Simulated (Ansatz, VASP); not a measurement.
**Cross-check of C between VASP and Ansatz**

Aim: how closely do two programs agree when they are given the same cell, functional and k mesh? The cell is a member of a volume series, scaled by 0.985 from a relaxed one, so a pressure remains.

Calculated with Ansatz 0.2.0; plane waves, with VASP 6.6.1 beside it; single point at HSE06.

## (1) Starting point

It takes space group Fd-3m (No. 227, cubic). The conventional cell has a = 3.530 Å, b = 3.530 Å, c = 3.530 Å, α = 90.00°, β = 90.00°, γ = 90.00°. Nearest to C lie 4 C at 1.53 Å.

## (2) VASP: single point, HSE06, volume scaled by 0.985

With cell and atoms fixed, the geometry can't cause a difference; cores, projectors, grids and the points listed under the comparison can.

Lines of VASP's logs that name or quote its potential files are left out, and so is its time.

The run reads the wave functions of an earlier VASP run, which isn't shown here.

The input asks for a relaxation, which ended at its first step since no free force or stress exceeded the threshold; so it serves as a single point.

INCAR reads:

```
SYSTEM = C
PREC = Accurate
ENCUT = 520
EDIFF = 1E-06
NELM = 100
ISMEAR = 0
SIGMA = 0.03
LREAL = .FALSE.
ALGO = Normal
LHFCALC = .TRUE.
AEXX = 0.25
GGA = PE
HFSCREEN = 0.2
LASPH = .TRUE.
NBANDS = 10
PRECFOCK = Fast
LORBIT = 11
LWAVE = .FALSE.
LCHARG = .FALSE.
KPAR = 4
IBRION = 2
NSW = 30
ISIF = 4
EDIFFG = -0.01
```

POSCAR reads:

```
C
1.0
    0.0000000000      1.7650115135      1.7650115135
    1.7650115135      0.0000000000      1.7650115135
    1.7650115135      1.7650115135      0.0000000000
C
2
Direct
    0.0000000000      0.0000000000      0.0000000000
    0.2500000000      0.2500000000      0.2500000000
```

KPOINTS reads:

```
Automatic mesh
0
Gamma
7 7 7
0 0 0
```

The projector-augmented-wave data sets are C (PBE family, release 64).

Started as:

```console
$ mpirun -np 4 vasp_std
```

Numbers of over 12 decimals in the logs are rounded to 6 here.

What it wrote:

```text
[banner, memory and clock lines left out]
running    4 mpi-ranks, on    1 nodes
 distrk:  each k-point on    1 cores,    4 groups
 distr:  one band on    1 cores,    1 groups

 POSCAR found type information on POSCAR C
 POSCAR found :  1 types and       2 ions
 LDA part: xc-table for (Slater+PW92), standard interpolation
 found WAVECAR, reading the header
 POSCAR, INCAR and KPOINTS ok, starting setup
 FFT: planning ... GRIDC
 FFT: planning ... GRID_SOFT
 FFT: planning ... GRID
 reading WAVECAR
 the WAVECAR file was read successfully
 initial charge from wavefunction
 entering main loop
       N       E                     dE             d eps       ncg     rms          rms(c)
DAV:   1    -0.210838862452E+02   -0.21084E+02   -0.30210E-01   418   0.435E+00    0.646E-01
DAV:   2    -0.210860044285E+02   -0.21182E-02   -0.40443E-03   440   0.545E-01    0.410E-01
DAV:   3    -0.210857174282E+02    0.28700E-03   -0.63354E-05   452   0.822E-02    0.235E-01
DAV:   4    -0.210856072268E+02    0.11020E-03   -0.20363E-05   426   0.459E-02    0.134E-01
DAV:   5    -0.210855707875E+02    0.36439E-04   -0.88372E-06   412   0.291E-02    0.765E-02
DAV:   6    -0.210855594215E+02    0.11366E-04   -0.31197E-06   408   0.170E-02    0.443E-02
DAV:   7    -0.210855558026E+02    0.36189E-05   -0.11222E-06   212   0.104E-02    0.256E-02
DAV:   8    -0.210855548167E+02    0.98594E-06   -0.44851E-07   212   0.692E-03
   1 F= -.21085555E+02 E0= -.21085555E+02  d E =-.210856E+02
 curvature:   0.00 expect dE= 0.000E+00 dE for cont linesearch  0.000E+00
 trial: gam= 0.00000 g(F)=  0.255E-46 g(S)=  0.299E-33 ort = 0.000E+00 (trialstep = 0.100E+01)
 search vector abs. value=  0.100E-09
 reached required accuracy - stopping structural energy minimisation
```

OUTCAR, selected parts (step 2):

```text
ion  position               nearest neighbor table
   1  0.000  0.000  0.000-   2 1.53   2 1.53   2 1.53   2 1.53
   2  0.250  0.250  0.250-   1 1.53   1 1.53   1 1.53   1 1.53

  LATTYP: Found a face centered cubic cell.
 ALAT       =     3.5300230270

 Subroutine GETGRP returns: Found 48 space group operations
 (whereof 24 operations were pure point group operations)

The static configuration has the point symmetry T_d .
 The point group associated with its full space group is O_h .

 Found     20 irreducible k-points:

   k-points           NKPTS =     20   k-points in BZ     NKDIM =    343   number of bands    NBANDS=     10

   dimension x,y,z NGX =    20 NGY =   20 NGZ =   20
   dimension x,y,z NGXF=    40 NGYF=   40 NGZF=   40

   ENCUT  =  520.0 eV  38.22 Ry    6.18 a.u.   4.64  4.64  4.64*2*pi/ulx,y,z

   NELECT =       8.0000    total number of electrons

 k-points in reciprocal lattice and weights: Automatic mesh
   0.00000000  0.00000000  0.00000000       0.003
   0.14285714  0.00000000  0.00000000       0.023
   0.28571429  0.00000000  0.00000000       0.023
   0.42857143  0.00000000  0.00000000       0.023
   0.14285714  0.14285714  0.00000000       0.017
   0.28571429  0.14285714  0.00000000       0.070
   0.42857143  0.14285714  0.00000000       0.070
  -0.42857143  0.14285714  0.00000000       0.070
  -0.28571429  0.14285714  0.00000000       0.070
[...]
-0.42857143  0.42857143  0.14285714       0.070
  -0.28571429  0.42857143  0.14285714       0.070

  exchange ACFDT corr.  =         0.00000000  see jH, gK, PRB 81, 115126

 average (electrostatic) potential at core
       1 -41.1679       2 -41.1679

 E-fermi :   9.8015

 k-point     1 :       0.0000    0.0000    0.0000
  band No.  band energies     occupation
      1     -14.4343      2.00000
      2       9.5496      2.00000
      3       9.5496      2.00000
      4       9.5496      2.00000
      5      16.6383      0.00000
      6      16.6383      0.00000
      7      16.6383      0.00000
      8      25.5896      0.00000
      9      30.8435      0.00000
    ...

 k-point     2 :       0.1429    0.0000    0.0000
  band No.  band energies     occupation
      1     -13.8110      2.00000
      2       6.2486      2.00000
      3       8.6578      2.00000
      4       8.6578      2.00000
      5      17.8187      0.00000
      6      17.8187      0.00000
      7      18.3011      0.00000
      8      26.0297      0.00000
      9      31.7632      0.00000
    ...

 k-point     3 :       0.2857    0.0000    0.0000
  band No.  band energies     occupation
      1     -11.9656      2.00000
      2       0.8109      2.00000
      3       7.2936      2.00000
      4       7.2936      2.00000
      5      19.3490      0.00000
      6      19.3490      0.00000
      7      19.7590      0.00000
      8      26.9820      0.00000
      9      32.6168      0.00000
    ...

  Total        0.5018110      0.5018110      0.5018110     -0.0000000     -0.0000000      0.0000000
  in kB       73.1102266     73.1102266     73.1102266     -0.0000000     -0.0000000      0.0000000
  external PRESSURE =      73.1102266 kB  Pullay stress =       0.0000000 kB

  energy-cutoff  :      520.00
  volume of cell :       11.00
      direct lattice vectors                 reciprocal lattice vectors
     0.000000000  1.765011513  1.765011513    -0.283284271  0.283284271  0.283284271
     1.765011513  0.000000000  1.765011513     0.283284271 -0.283284271  0.283284271
     1.765011513  1.765011513  0.000000000     0.283284271  0.283284271 -0.283284271

 POSITION                                       TOTAL-FORCE (eV/Angst)
 -----------------------------------------------------------------------------------
      0.00000      0.00000      0.00000         0.000000      0.000000      0.000000
      0.88251      0.88251      0.88251        -0.000000     -0.000000     -0.000000
 -----------------------------------------------------------------------------------
    total drift:                               -0.000000     -0.000000      0.000000

  FREE ENERGIE OF THE ION-ELECTRON SYSTEM (eV)
  ---------------------------------------------------
  free  energy   TOTEN  =       -21.0855548167 eV

  energy  without entropy=      -21.0855548167  energy(sigma->0) =      -21.08555482

 reached required accuracy - stopping structural energy minimisation

 total charge
# of ion       s       p       d       tot
------------------------------------------
    1        0.839   1.775   0.000   2.615
    2        0.839   1.775   0.000   2.615
--------------------------------------------------
tot          1.679   3.551   0.000   5.230

[... 3 further parts left out ...]
```

CONTCAR:

```
C
   1.00000000000000
     0.0000000000000000    1.7650115135000000    1.7650115135000000
     1.7650115135000000    0.0000000000000000    1.7650115135000000
     1.7650115135000000    1.7650115135000000    0.0000000000000000
  C
     2
Direct
     0.0000000000000000    0.0000000000000000    0.0000000000000000
     0.2500000000000000    0.2500000000000000    0.2500000000000000
```

## (3) Ansatz: single point, HSE06, volume scaled by 0.985

Ansatz runs on its default PAW (the set named soft_2) files.

The same cell, functional, mesh and smearing now go to Ansatz, which takes its cutoff from its data sets.

input.yaml reads:

```yaml
crystal:
  lattice:
    - [0.0, 1.76501151, 1.76501151]
    - [1.76501151, 0.0, 1.76501151]
    - [1.76501151, 1.76501151, 0.0]
  atoms:
    - { symbol: C, position: [0.0, 0.0, 0.0] }
    - { symbol: C, position: [0.25, 0.25, 0.25] }
hamiltonian:
  xc: { exchange: pbe, correlation: pbe, exx: { coeff: 0.25, omega: 0.2 } }
  pseudopotentials: { kind: paw }
kpoints:
  mp_grid: { grid: [7, 7, 7] }
scf:
  occupations: { method: gaussian, width: 0.03 }
  n_extra_bands: 4
output:
  forces: true
  stress: true
  eigenvalues: true
```

Started as:

```console
$ ansatz run input.yaml --threads 4 --pin off --max-ram 9216MiB --backend cpu --events-out ev --progress --plain --runs-dir out
```

What it wrote:

```text
Warning: output.stress: scf.convergence.dr2_threshold = 1e-7 eV (the SCF's general default) is looser than the 2e-10 eV advised for a printed stress (1e-10 eV for each atom of the cell: 2). What an SCF threshold leaves in a stress goes as its square root, and in the free energy as the threshold itself, and one threshold admits the most on a small cell: [figures from the program's tests cut] Set scf.convergence.dr2_threshold to 2e-10 eV or tighter. The threshold is an SCF's pass mark: one that does not reach it within its budget of iterations ends unconverged, or closes short of it on a stop that the run arms, and scf.convergence.dr2_threshold's page says what that costs each kind of run
Warning: output.stress: scf.exx.energy_threshold = 1e-6 eV is looser than the 2e-8 eV advised for a stress under a hybrid functional (1e-8 eV for each atom of the cell: 2). Every SCF of the exchange loop can meet its threshold on dr2 while the loop round them stops early: no threshold on dr2 bounds what that leaves in the stress. Set scf.exx.energy_threshold to 2e-8 eV or tighter. The threshold is the loop's pass mark: a loop that does not reach it within its budget of cycles ends unconverged, and scf.exx.energy_threshold's page has the law
scf.n_extra_bands = 4 over 4 filled bands (N_el = 8.0): the run solves 8 bands
Engine: ansatz 0.2.0, aarch64-unknown-linux-gnu
Pseudopotentials: kind: paw
Pseudopotential: C, paw, valence charge 4, recommended cutoff 420 eV (normal), C.paw.azcp
Functional definition: unnamed
  parameter a_1 = 0.25
  parameter omega_1 = 0.2/angstrom
  exchange = pbe_x + (-a_1)*pbe_x_sr(omega_1) + a_1*exact_x_sr(omega_1)
  correlation = pbe_c
Crystal: 2 atoms, lattice volume = 10.997 Å³
Basis set: ecut = 420 eV, 181 PW (Γ), exchange–correlation on 36×36×36 points (8 copies of the dense FFT grid, shifted against one another)
Bands: 8, of which v1, the nominal top of the filled ones, is band 4 counted from 1 (3 counted from 0)
Symmetry: 48 space group operations
Space group: Fd-3m (ITA 227), of the structure as read, at distance tolerance 2.2e-5 Å
k-points: 20 of 343
Non-local potential: C, projectors of the file, l = 0: 2, l = 1: 2, l = 2: 1
PAW form: soft (Blöchl's): semilocal exchange-correlation on the pseudo side does not see the compensation charge
PAW frozen core: C, regenerated for the run's functional, and the local potential with it (the file was generated under x = pbe(κ = 0.804, μ = 0.219515), c = pbe(β = 0.066725))
PAW one-centre angular grid: C, 110 points (default); XC on 64 Gauss nodes
Initial density: superposition of atomic densities (neutral atoms: chi_scale 0, normalization atom), corrected by the library's trained network
Initial wavefunctions: pseudopotential atomic-orbital guess
Functional: x = pbe(κ = 0.804, μ = 0.219515), c = pbe(β = 0.066725), warm-up for x = pbe(κ = 0.804, μ = 0.219515) + 0.25 (exact − pbe) at short range (hse, ω = 0.2 Å⁻¹), c = pbe(β = 0.066725)
SCF iter   1: F=—  HF=-501.593168 eV  |F-HF|=—  |Δ(HF+E_count)|=         —  Δρ=1.80e-3  dr2=5.44e-5  ethr=1.77e-3  ⟨swp⟩=2.0  Hψ=1003  notcnv=0
preconditioner: auto → none  [insulator: Δε(μ)=4.334 eV  Ē_g=20.089 eV  σ=0.030 eV  W_gap=1.00  n_scr=0 (ndim 8)  ℏωp=31.7 eV  f_vac=0.000  D(μ)=0.00/eV (n_scr^D=0)]
SCF iter   2: F=-501.593432 eV  HF=-501.593363 eV  |F-HF|=6.87e-5  |Δ(HF+E_count)|=   1.96e-4  Δρ=9.22e-4  dr2=1.44e-5  ethr=6.80e-7  ⟨swp⟩=2.1  Hψ=243  notcnv=0
SCF 1 stopped early in 2 iterations: F = -501.593432 eV  dr2 = 1.44e-5
  greatest PAW one-centre occupation: 0.649 electrons in one spin orbital (limit 2), on the C atom at site 1 (counted from 0), in its partial waves of l = 0
Initial density: handed on by an earlier stage of this run
Initial wavefunctions: those handed on with the density
Functional: x = pbe(κ = 0.804, μ = 0.219515) + 0.25 (exact − pbe) at short range (hse, ω = 0.2 Å⁻¹), c = pbe(β = 0.066725)
Exchange kernel: α = 0.2500, screened, ω = 0.2000 Å⁻¹, Wigner–Seitz truncation, v(0) = 1115.9146 eV·Å³, q-mesh 7×7×7, nearest image of the exchange supercell L = 17.47 Å, pair-density grid 12×12×12, without the augmentation charges, whose exchange is taken in its separable form by FFT convolution over the k-point mesh (sized by the pseudopotential files, 15×15×15 at the most), smooth part of the exact exchange by density-matrix convolution
Frozen-core exchange: fock
SCF iter   1: F=—  HF=-501.766675 eV  |F-HF|=—  |Δ(HF+E_count)|=         —  Δρ=1.00e-2  dr2=4.67e-3  ethr=1.80e-6  ⟨swp⟩=5.5  Hψ=752  notcnv=0
preconditioner: auto → none  [insulator: Δε(μ)=5.439 eV  Ē_g=22.705 eV  σ=0.030 eV  W_gap=1.00  n_scr=0 (ndim 8)  ℏωp=31.7 eV  f_vac=0.000  D(μ)=0.00/eV (n_scr^D=0)]
SCF iter   2: F=—  HF=-501.764833 eV  |F-HF|=—  |Δ(HF+E_count)|=   1.84e-3  Δρ=4.21e-3  dr2=7.35e-4  ethr=1.80e-6  ⟨swp⟩=3.0  Hψ=402  notcnv=0
SCF iter   3: F=—  HF=-501.766334 eV  |F-HF|=—  |Δ(HF+E_count)|=   1.50e-3  Δρ=9.02e-4  dr2=2.61e-5  ethr=1.80e-6  ⟨swp⟩=3.0  Hψ=360  notcnv=0
iter 4 solved again at ethr=1.20e-8 eV; its pass at ethr=3.02e-7 eV (dr2=9.62e-7 eV) is discarded
SCF iter   4: F=—  HF=-501.766325 eV  |F-HF|=—  |Δ(HF+E_count)|=   9.30e-6  Δρ=1.70e-4  dr2=2.45e-6  ethr=1.20e-8  ⟨swp⟩=2.1  Hψ=544  notcnv=0
SCF iter   5: F=-501.766339 eV  HF=-501.766339 eV  |F-HF|=2.41e-7  |Δ(HF+E_count)|=   1.41e-5  Δρ=7.91e-5  dr2=4.44e-7  ethr=1.18e-8  ⟨swp⟩=3.0  Hψ=334  notcnv=0
SCF 2 stopped early in 5 iterations: F = -501.766339 eV  dr2 = 4.44e-7
  greatest PAW one-centre occupation: 0.652 electrons in one spin orbital (limit 2), on the C atom at site 1 (counted from 0), in its partial waves of l = 0
hybrid outer 1: dexx = +1.968e-3 eV, tail = 9.59e-6 eV
Exchange kernel: α = 0.2500, screened, ω = 0.2000 Å⁻¹, Wigner–Seitz truncation, v(0) = 1115.9146 eV·Å³, q-mesh 7×7×7, nearest image of the exchange supercell L = 17.47 Å, pair-density grid 12×12×12, without the augmentation charges, whose exchange is taken in its separable form by FFT convolution over the k-point mesh (sized by the pseudopotential files, 15×15×15 at the most), smooth part of the exact exchange by density-matrix convolution
Frozen-core exchange: fock
SCF iter   1: F=—  HF=-501.766378 eV  |F-HF|=—  |Δ(HF+E_count)|=         —  Δρ=7.72e-5  dr2=3.29e-7  ethr=5.99e-7  ⟨swp⟩=2.9  Hψ=393  notcnv=0
preconditioner: auto → none  [insulator: Δε(μ)=5.504 eV  Ē_g=22.711 eV  σ=0.030 eV  W_gap=1.00  n_scr=0 (ndim 8)  ℏωp=31.7 eV  f_vac=0.000  D(μ)=0.00/eV (n_scr^D=0)]
SCF iter   2: F=—  HF=-501.766378 eV  |F-HF|=—  |Δ(HF+E_count)|=   7.87e-8  Δρ=1.53e-5  dr2=1.29e-8  ethr=3.28e-9  ⟨swp⟩=3.0  Hψ=302  notcnv=0
SCF iter   3: F=-501.766378 eV  HF=-501.766378 eV  |F-HF|=3.10e-9  |Δ(HF+E_count)|=   9.41e-8  Δρ=8.53e-6  dr2=4.64e-9  ethr=4.62e-11  ⟨swp⟩=3.5  Hψ=409  notcnv=0
SCF 3 converged in 3 iterations: F = -501.766378 eV  dr2 = 4.64e-9
  Residual-converged pass: ⟨swp⟩=2.0  Hψ=239  notcnv=0  max |occ|·‖R‖ = 2.4e-6 eV (tolerance 2.4e-6 eV)  dr2=4.63e-9  dr2_onsite=2.06e-10  max |Δocc| = 0.0e0
hybrid outer 2: dexx = +1.609e-7 eV, tail = 1.36e-8 eV, Δε = 2.35e-3 eV (about 9.00e-5 eV left of the loop's levels)
hybrid SCF converged: 2 outer / 8 inner (+2 warm-up), last move |dexx| = 1.61e-7 eV, tail = 1.36e-8 eV
Stability not checked: this state was not tested for a lower state beside it, because the functional holds exact exchange (a hybrid, or Hartree-Fock), whose exchange loop this test does not read (fock_operator; see scf.lower_state_search)
Free energy (F): -501.766379 eV
Frozen-core exchange: fock
Harris-Foulkes:  -501.766379 eV  (|F-HF|=3.10e-9)
Internal energy: -501.766379 eV  (E = F + TS)
E sigma→0 (E₀):  -501.766379 eV
Fermi energy:    16.000916 eV
--- Per-component energies (eV) ---
  E_band       = 25.570217
  E_kinetic    = 186.228347
  E_local      = -118.458182  (includes V_loc(G=0)·N_el)
  E_nonlocal   = 52.636853
  E_hartree    = 26.047118
  E_xc         = -79.237103
  E_vxc        = -97.419102  (∫ρ·V_xc dr)
  E_exx        = -18.593384  (= α·E_x^exact, valence–valence)
  E_paw        = -198.774956  (= ΣΔE_a)
  E_vpaw       = -12.325669  (= ΣTr[D̂ρ^β])
  E_aug_tail   = 0.000014  (compensation charges beyond the density's cutoff)
  E_ewald      = -351.580629
  E_core_change = -0.034457  (= ΣΔE_core)
  E_smearing   = -0.000000  (= −TS)
  E_closure    = 0.000000  (closes the sum)
  Σ components = -501.766379   (vs F -501.766379, Δ=-5.68e-14)
--- Forces (eV/Å), atoms counted from 1 ---
  atom   1  C      0.00000000    -0.00000000     0.00000000
  atom   2  C      0.00000000     0.00000000     0.00000000
  max |Σ_I F_I| component: 7.40e-17 eV/Å
--- Stress (GPa, compression-positive) ---
        6.253047      -0.000000      -0.000000
       -0.000000       6.253047       0.000000
        0.000000      -0.000000       6.253047
  P = ⅓ Tr σ = 6.2530 GPa (62.530 kbar)
--- Band table (eV; the first three rows and the last of 20) ---
  k-point 0: bands = ["-10.7301", "13.2490", "13.2490", "13.2490", "20.3450", "20.3450", "20.3450", "29.2414"]
  k-point 1: bands = ["-10.1075", "9.9460", "12.3541", "12.3541", "21.5217", "21.5217", "21.9999", "29.6852"]
  k-point 2: bands = ["-8.2632", "4.5093", "10.9884", "10.9884", "23.0523", "23.0523", "23.4488", "30.6514"]
  k-point 19: bands = ["-1.3362", "0.5231", "3.0017", "5.8546", "22.9547", "26.9050", "28.4597", "29.2940"]
```

The job ended after 2.7 s (4 threads of Arm Neoverse V1, shared host; peak memory 0.44 GiB).

The column dr2 measures how far the density is from self-consistency, as an energy; F and HF (Harris–Foulkes) agree once it is small.

The run ends at a pressure of 6.25 GPa.

## (4) Side by side

Known differences besides the potentials themselves: exact exchange at q = 0 is treated differently, which shows on coarse meshes; VASP keeps PBE cores, Ansatz makes them for the functional; the cutoff is 420 eV in Ansatz and 520 eV in VASP; VASP takes a coarser grid for exact exchange (PRECFOCK = Fast). Total energies have different zeros and are not compared.

Both answers:

```tsv
quantity	Ansatz	VASP	difference
pressure (GPa)	6.25	7.31	-1.06
pressure without Ansatz's Pulay correction (GPa)	5.45	7.31	-1.86
gap on the k mesh (eV)	5.504	5.497	+0.007
```

A gap on the mesh is an upper bound, since the band edges may lie between its points. Ansatz's pressure holds a Pulay correction of 0.80 GPa; VASP's holds none.

## (5) Further runs

Further runs change the set-up of one program: Ansatz's method, potentials or start, or VASP's data sets, cutoff or form of LDA. The table gives Ansatz less VASP for each quantity, since a change that brings one quantity closer may part another.

```tsv
run	pressure (GPa)	gap on the k mesh (eV)	pressure without Ansatz's Pulay correction (GPa)
as above	-1.1	0.0072	-1.9
cores kept as stored	-1.2	0.0093	-2.0
Ansatz's larger PAW set (cutoff 800 eV)	-0.93	0.0072	-1.1
norm-conserving potentials (cutoff 1116 eV)	2.9	-0.063
```

## (6) Outcome

```json
{"difference in pressure (single point, HSE06, volume scaled by 0.985)": "-1.1 GPa"}
```

In words: The difference in pressure is -1.1 GPa (single point, HSE06, volume scaled by 0.985), beyond the 1 GPa picked in this series as the mark of a large difference. Single point, HSE06, volume scaled by 0.985, cores kept as stored: the difference in gap on the k mesh goes from 0.0072 to 0.0093 eV. Single point, HSE06, volume scaled by 0.985, Ansatz's larger PAW set (cutoff 800 eV): the difference in pressure without Ansatz's Pulay correction goes from -1.9 to -1.1 GPa. Single point, HSE06, volume scaled by 0.985, norm-conserving potentials (cutoff 1116 eV): the difference in pressure goes from -1.1 to 2.9 GPa; the difference in gap on the k mesh goes from 0.0072 to -0.063 eV. How closely two codes agree says nothing of how well the functional describes the real material.

[Lines on the potential files, build, host, timing and source positions are cut from VASP's logs without a mark.]

[Logs are printed without paths, hosts, clocks, repeated set-up lines and the standing remarks that a program may print on its own settings, such as how far it seeks lower states.]

[Hosts, paths, dates, database ids (printed as entryN), source tags and the programs' standing remarks are cut or masked in the printed files.]
